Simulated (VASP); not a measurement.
# CdTe in VASP: one cell, several levels of theory, part 2 of 2

VASP 6.6.1, plane waves, PAW.

## Step 3: r2SCAN at this geometry

INCAR reads:

```
ENCUT = 520.000000
SIGMA = 0.010000
EDIFF = 1.00e-07
ALGO = Normal
METAGGA = R2SCAN
PREC = Accurate
IBRION = -1
ISIF = 2
ISMEAR = 0
NBANDS = 16
NELM = 120
NSW = 0
LASPH = .TRUE.
LCHARG = .TRUE.
LELF = .TRUE.
LWAVE = .FALSE.
LREAL = .FALSE.
```

KPOINTS reads:

```
KPOINTS created by Atomic Simulation Environment
0
Gamma
6 6 6
0 0 0
```

KPOINTS_OPT reads:

```
special points
6
Reciprocal
0.0000000000 0.0000000000 0.0000000000 1
-0.5000000000 -0.5000000000 0.0000000000 1
-0.3750000000 -0.3750000000 0.2500000000 1
-0.3750000000 0.0000000000 0.3750000000 1
0.0000000000 0.0000000000 0.5000000000 1
-0.5000000000 -0.2500000000 0.2500000000 1
```

POSCAR reads:

```
Cd Te
 1.0000000000000000
     0.0000000000000000    3.1815564627000001    3.1815564627000001
     3.1815564627000001    0.0000000000000000    3.1815564627000001
     3.1815564627000001    3.1815564627000001    0.0000000000000000
 Cd  Te
   1   1
Cartesian
  0.0000000000000000  0.0000000000000000  0.0000000000000000
  1.5907782313500001  1.5907782313500001  1.5907782313500001
```

The run is started by

```sh
> mpirun -np 1 vasp_std
```

Printed to the terminal (iteration lines stand in OSZICAR):

```text
POSCAR found type information on POSCAR CdTe
 POSCAR found :  2 types and       2 ions
 -----------------------------------------------------------------------------
|                                                                             |
|                                                                             |
|     You enforced a specific xc type in the INCAR file but a different       |
|     I HOPE YOU KNOW WHAT YOU ARE DOING!                                     |
|                                                                             |
 -----------------------------------------------------------------------------

 LDA part: xc-table for (None), standard interpolation
 POSCAR, INCAR and KPOINTS ok, starting setup
 FFT: planning ... GRIDC
 FFT: planning ... GRID_SOFT
 FFT: planning ... GRID
 WAVECAR not read
 entering main loop
 Start KPOINTS_OPT (optional k-point list driver)
k-point batch [1-6\6]
```

OSZICAR:

```text
N       E                     dE             d eps       ncg     rms          rms(c)
DAV:   1     0.542860832947E+02    0.54286E+02   -0.84465E+03   520   0.998E+02
DAV:   2    -0.476503640548E+02   -0.10194E+03   -0.96926E+02   624   0.241E+02
DAV:   3    -0.510718565815E+02   -0.34215E+01   -0.34169E+01   640   0.464E+01
DAV:   4    -0.510977052241E+02   -0.25849E-01   -0.25848E-01   720   0.364E+00
DAV:   5    -0.510978887357E+02   -0.18351E-03   -0.18351E-03   688   0.230E-01    0.629E+00
DAV:   6    -0.465730733836E+02    0.45248E+01   -0.28190E+00   520   0.217E+01    0.730E+00
DAV:   7    -0.465468358606E+02    0.26238E-01   -0.12486E-01   624   0.378E+00    0.478E+00
DAV:   8    -0.465552409883E+02   -0.84051E-02   -0.74086E-02   624   0.283E+00    0.963E-01
DAV:   9    -0.465577082454E+02   -0.24673E-02   -0.51989E-03   664   0.584E-01    0.343E-01
DAV:  10    -0.465574327245E+02    0.27552E-03   -0.15615E-03   600   0.421E-01    0.676E-02
DAV:  11    -0.465574260777E+02    0.66468E-05   -0.82233E-05   688   0.108E-01    0.411E-02
DAV:  12    -0.465574293877E+02   -0.33101E-05   -0.20168E-05   592   0.529E-02    0.254E-02
DAV:  13    -0.465574314477E+02   -0.20599E-05   -0.66504E-06   608   0.194E-02    0.430E-03
DAV:  14    -0.465574310325E+02    0.41519E-06   -0.45081E-07   656   0.550E-03    0.503E-03
DAV:  15    -0.465574311145E+02   -0.82026E-07   -0.12942E-07   432   0.464E-03
   1 F= -.46557431E+02 E0= -.46557431E+02  d E =-.185944E-13
       N       E                     dE             ncg
DAV:   1     0.498541670306E+03   -0.27042E+04      192
DAV:   2    -0.158782628640E+03   -0.65732E+03      224
DAV:   3    -0.182097179606E+03   -0.23315E+02      280
DAV:   4    -0.182268304011E+03   -0.17112E+00      264
DAV:   5    -0.182268735276E+03   -0.43126E-03      280
DAV:   6    -0.182268742223E+03   -0.69471E-05      256
DAV:   7    -0.182268742305E+03   -0.81740E-07      248
```

From OUTCAR:

```text
k-points           NKPTS =     16   k-points in BZ     NKDIM =     16   number of bands    NBANDS=     16

   NELECT =      18.0000    total number of electrons

   dimension x,y,z NGX =    36 NGY =   36 NGZ =   36
   dimension x,y,z NGXF=    72 NGYF=   72 NGZF=   72

  energy-cutoff  :      520.00
  volume of cell :       64.41
      direct lattice vectors                 reciprocal lattice vectors
     0.000000000  3.181556463  3.181556463    -0.157155784  0.157155784  0.157155784
     3.181556463  0.000000000  3.181556463     0.157155784 -0.157155784  0.157155784
     3.181556463  3.181556463  0.000000000     0.157155784  0.157155784 -0.157155784

 k-points in reciprocal lattice and weights: KPOINTS created by Atomic Simulation Env
   0.00000000  0.00000000  0.00000000       0.005
   0.16666667  0.00000000  0.00000000       0.037
   0.33333333  0.00000000  0.00000000       0.037
   0.50000000  0.00000000  0.00000000       0.019
   0.16666667  0.16666667  0.00000000       0.028
   0.33333333  0.16666667  0.00000000       0.111
   0.50000000  0.16666667  0.00000000       0.111
  -0.33333333  0.16666667  0.00000000       0.111
[... 8 more k-points ...]

 E-fermi :   2.6766

 k-point     1 :       0.0000    0.0000    0.0000
  band No.  band energies     occupation
      1      -9.2465      2.00000
      2      -6.1427      2.00000
      3      -6.1427      2.00000
      4      -6.1427      2.00000
      5      -5.8107      2.00000
      6      -5.8107      2.00000
      7       2.6296      2.00000
      8       2.6296      2.00000
      9       2.6296      2.00000
     10       4.0849      0.00000
     11       7.6081      0.00000
     12       7.6081      0.00000
     13       7.6081      0.00000
     14      10.6609      0.00000
     15      12.5515      0.00000
     16      12.5515      0.00000

 k-point     2 :       0.1667    0.0000    0.0000
  band No.  band energies     occupation
      1      -9.1294      2.00000
      2      -6.1194      2.00000
      3      -6.1194      2.00000
      4      -6.0467      2.00000
      5      -5.8122      2.00000
      6      -5.8122      2.00000
      7       0.8619      2.00000
      8       2.3702      2.00000
      9       2.3702      2.00000
     10       5.0699      0.00000
     11       7.7924      0.00000
     12       7.9806      0.00000
     13       7.9806      0.00000
     14      11.5786      0.00000
     15      11.5786      0.00000
     16      11.6423      0.00000

 k-point     3 :       0.3333    0.0000    0.0000
  band No.  band energies     occupation
      1      -8.8954      2.00000
      2      -6.0789      2.00000
      3      -6.0789      2.00000
      4      -5.8075      2.00000
      5      -5.8075      2.00000
      6      -5.7098      2.00000
      7      -1.2243      2.00000
      8       1.9374      2.00000
      9       1.9374      2.00000
     10       5.0539      0.00000
     11       8.2483      0.00000
     12       8.2483      0.00000
     13       9.4796      0.00000
     14      11.1969      0.00000
     15      12.0733      0.00000
     16      12.0733      0.00000

 k-point     4 :       0.5000    0.0000    0.0000
  band No.  band energies     occupation
      1      -8.7813      2.00000
      2      -6.0628      2.00000
      3      -6.0628      2.00000
      4      -5.8000      2.00000
      5      -5.8000      2.00000
      6      -5.3879      2.00000
      7      -2.2143      2.00000
      8       1.7495      2.00000
      9       1.7495      2.00000
     10       4.9219      0.00000
     11       8.1798      0.00000
     12       8.1798      0.00000
     13      10.0804      0.00000
     14      12.1177      0.00000
     15      13.6627      0.00000
     16      13.6627      0.00000

 k-point     5 :       0.1667    0.1667    0.0000
  band No.  band energies     occupation
      1      -9.0908      2.00000
      2      -6.0959      2.00000
      3      -6.0959      2.00000
      4      -6.0498      2.00000
      5      -5.8208      2.00000
      6      -5.8014      2.00000
      7       0.9172      2.00000
      8       1.9397      2.00000
      9       1.9397      2.00000
     10       5.7377      0.00000
     11       6.6383      0.00000
     12       8.6730      0.00000
     13       8.6730      0.00000
     14      10.1975      0.00000
     15      12.5482      0.00000
     16      12.8028      0.00000

 k-point     6 :       0.3333    0.1667    0.0000
  band No.  band energies     occupation
      1      -8.8971      2.00000
      2      -6.0645      2.00000
      3      -6.0501      2.00000
      4      -5.8828      2.00000
      5      -5.7943      2.00000
      6      -5.7346      2.00000
      7      -0.6706      2.00000
      8       1.3813      2.00000
      9       1.4769      2.00000
     10       5.9916      0.00000
     11       7.0786      0.00000
     12       8.7454      0.00000
     13       9.2695      0.00000
     14      11.1835      0.00000
     15      12.9983      0.00000
     16      13.0115      0.00000

 k-point     7 :       0.5000    0.1667    0.0000
  band No.  band energies     occupation
      1      -8.7469      2.00000
      2      -6.0449      2.00000
      3      -6.0302      2.00000
      4      -5.8319      2.00000
      5      -5.7964      2.00000
      6      -5.3621      2.00000
      7      -1.9541      2.00000
      8       0.8040      2.00000
      9       1.3843      2.00000
     10       5.8838      0.00000
     11       7.6692      0.00000
     12       9.0171      0.00000
     13       9.7843      0.00000
     14      12.0736      0.00000
     15      13.4309      0.00000
     16      13.7448      0.00000

 k-point     8 :      -0.3333    0.1667    0.0000
  band No.  band energies     occupation
      1      -8.7837      2.00000
      2      -6.0481      2.00000
      3      -6.0459      2.00000
      4      -5.8152      2.00000
      5      -5.8149      2.00000
      6      -5.4719      2.00000
      7      -1.6377      2.00000
      8       0.6420      2.00000
      9       1.7227      2.00000
     10       5.9874      0.00000
     11       7.9010      0.00000
     12       8.6935      0.00000
     13       9.5979      0.00000
     14      11.6372      0.00000
     15      12.4743      0.00000
     16      13.7363      0.00000

[... the tables of k-points 9 to 16 left out ...]

  Total        1.8723156      1.8723156      1.8723156     -0.0000000      0.0000000      0.0000000
  in kB       46.5736997     46.5736997     46.5736997     -0.0000000      0.0000000      0.0000000
  external PRESSURE =      46.5736997 kB  Pullay stress =       0.0000000 kB

 POSITION                                       TOTAL-FORCE (eV/Angst)
 -----------------------------------------------------------------------------------
      0.00000      0.00000      0.00000         0.000000      0.000000      0.000000
      1.59078      1.59078      1.59078        -0.000000     -0.000000     -0.000000
 -----------------------------------------------------------------------------------
    total drift:                               -0.000003     -0.000003     -0.000003

  FREE ENERGIE OF THE ION-ELECTRON SYSTEM (eV)
  ---------------------------------------------------
  free  energy   TOTEN  =       -46.5574311145 eV

  energy  without entropy=      -46.5574311145  energy(sigma->0) =      -46.55743111
```

Hardware: 1 MPI rank of Intel Xeon Platinum 8488C, shared host.

The levels at the points of KPOINTS_OPT are read from vasprun.xml.

Band energies at the special points (eV, zero at the top of v, the last band that the electrons fill by count):

| point | v−1 | v | c | c+1 |
| --- | --- | --- | --- | --- |
| Γ | 0.00 | 0.00 | 1.46 | 4.98 |
| X | -2.12 | -2.12 | 2.75 | 2.96 |
| U | -2.89 | -1.75 | 3.17 | 4.95 |
| K | -2.89 | -1.75 | 3.17 | 4.95 |
| L | -0.88 | -0.88 | 2.29 | 5.55 |
| W | -2.62 | -2.50 | 4.86 | 4.93 |

Gap with r2SCAN: 1.46 eV, direct (Γ). Pressure: 4.66 GPa; the forces vanish within 0.01 eV/Å.

The maps below are laid out on this run's own conventional cell (a, b, c = 6.363, 6.363, 6.363 Å).

Density in a lattice plane of the grid's cell (edges 6.36 and 6.36 Å, at 0.000 of the third edge), which holds Cd.

Ten even steps from ' ' (0.01 e/Å³) to '@' (9.94 e/Å³):
```
##++::..                                  ..::++
::::..                                      ..::
                                                
                                                
                                                
                                                
                                                
                    ..::::::..                  
                  ..::++##++::..                
                  ..==##@@##==..                
                  ..::++##++::..                
                    ..::::::..                  
                                                
                                                
                                                
                                                
                                                
::::..                                      ..::
##++::..                                  ..::++
@@##==..                                  ..==##
```
Columns run along the first of these edges and rows up along the second, over one cell in 24 and 20 even steps from the bottom left corner. Atoms in the plane (fractional): Cd at (0.00, 0.00), Cd at (0.50, 0.50).

ELF in the same plane.

Ten even steps from ' ' (0.00) to '@' (0.59):
```
    ::==--::::....              ....::::--==::  
::--==------====--..          ..--====------==--
====----==**####++--..      ..--++####**==----==
::::--==**%%@@@@##++--......--++##@@@@%%**==--::
::::--++%%@@@@@@%%++--::::::--++%%@@@@@@%%++--::
....--++##@@@@%%**==--::::::--==**%%@@@@##++--..
    ..--++####**==----======----==**####++--..  
      ..--====------==--::--==------====--..    
        ....::::--==::      ::==--::::....      
          ..::::--==..  ..  ..==--::::..        
        ....::::--==::      ::==--::::....      
      ..--====------==--::--==------====--..    
    ..--++####**==----======----==**####++--..  
....--++##@@@@%%**==--::::::--==**%%@@@@##++--..
::::--++%%@@@@@@%%++--::::::--++%%@@@@@@%%++--::
::::--==**%%@@@@##++--......--++##@@@@%%**==--::
====----==**####++--..      ..--++####**==----==
::--==------====--..          ..--====------==--
    ::==--::::....              ....::::--==::  
..  ..==--::::..                  ..::::--==..  
```
Columns run along the first of these edges and rows up along the second, over one cell in 24 and 20 even steps from the bottom left corner. Atoms in the plane (fractional): Cd at (0.00, 0.00), Cd at (0.50, 0.50).

Both are smooth fields of the valence electrons: close to the nuclei they are not physical.

The highest ELF values outside the cores: 0.87 in the shell around Te, 0.9 Å from Te.

## Step 4: What came out

The summary covers parts 1 to 2.

```
 level  gap (eV)  pressure (GPa)  Ansatz: gap (eV)  Ansatz: pressure (GPa)
   PBE      0.94            5.68              0.94                    5.51
r2SCAN      1.46            4.66              1.46                    4.51
```

In words: The gap runs from 0.94 eV (PBE) to 1.46 eV (r2SCAN). Spin-orbit coupling is left out, though the cell holds Te (Z = 52); in an element this heavy it can shift bands and gaps by tenths of an eV. The pressure is highest with PBE (5.7 GPa) and lowest with r2SCAN (4.7 GPa), which orders the cells that they would relax to. The two programs agree on the gap within 0.01 eV, far less than the spread between functionals. The two codes have different PAW datasets and cutoffs. VASP's cell holds 18 valence electrons and Ansatz's 36.
